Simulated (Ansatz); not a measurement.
# Rh: the cost of one run

Method: DFT PBE, scalar-relativistic, plane waves, PAW, in Ansatz 0.2.0.

A COD entry behind a cell of this session may itself be a prediction, so a difference from it is no test against experiment.

### 1 The system as given

The structure is hexagonal, space group P6_3/mmc (No. 194). The conventional cell has a = 3.267 Å, b = 3.267 Å, c = 10.670 Å, α = 90.00°, β = 90.00°, γ = 120.00°. Rh (site symmetry 3m) has 4 Rh at 2.00 Å as nearest neighbours.

Structure file:

```cif
data_structure
_symmetry_space_group_name_H-M 'P6_3/mmc'
_symmetry_Int_Tables_number 194
_cell_length_a 3.2670
_cell_length_b 3.2670
_cell_length_c 10.6698
_cell_angle_alpha 90.000
_cell_angle_beta 90.000
_cell_angle_gamma 120.000
_cell_volume 98.62
loop_
_atom_site_label
_atom_site_type_symbol
_atom_site_symmetry_multiplicity
_atom_site_Wyckoff_symbol
_atom_site_fract_x
_atom_site_fract_y
_atom_site_fract_z
_atom_site_occupancy
Rh1 Rh 4 e 0.00000 0.00000 0.09375 1
Rh2 Rh 4 f 0.33333 0.66667 0.15625 1
```

This is candidate A: C type (P6_3/mmc, No. 194).

(A quick probe on a coarse mesh, which set the mesh and smearing, is not shown.)

### 3 Coarse relaxation (candidate A)

Input file input.yaml:

```yaml
crystal:
  lattice:
    - [3.2669537231, 0.0, 0.0]
    - [-1.6334768615, 2.8292649171, 0.0]
    - [0.0, 0.0, 10.6697739392]
  atoms:
    - { symbol: Rh, position: [0.0, 0.0, 0.09375] }
    - { symbol: Rh, position: [0.0, 0.0, 0.59375] }
    - { symbol: Rh, position: [0.0, 0.0, 0.40625] }
    - { symbol: Rh, position: [0.0, 0.0, 0.90625] }
    - { symbol: Rh, position: [0.3333333333, 0.6666666667, 0.15625] }
    - { symbol: Rh, position: [0.6666666667, 0.3333333333, 0.65625] }
    - { symbol: Rh, position: [0.3333333333, 0.6666666667, 0.34375] }
    - { symbol: Rh, position: [0.6666666667, 0.3333333333, 0.84375] }
basis:
  ecutwfc: 420
kpoints:
  mp_grid: { grid: [6, 6, 2] }
hamiltonian:
  xc: pbe
scf:
  occupations: { method: gaussian, width: 0.1 }
  lower_state_search: "off"
output:
  forces: true
  stress: true
  eigenvalues: true
relax:
  adjacent_minimum: "off"
  f_tol: 0.04
  max_steps: 70
  cell: { stress_tol: 0.4 }
```

**Question.** How long does this run take on 1 thread of an Arm CPU, shared host, and how much memory does it need?

About 3.3 min, with a peak of 0.5 GiB.
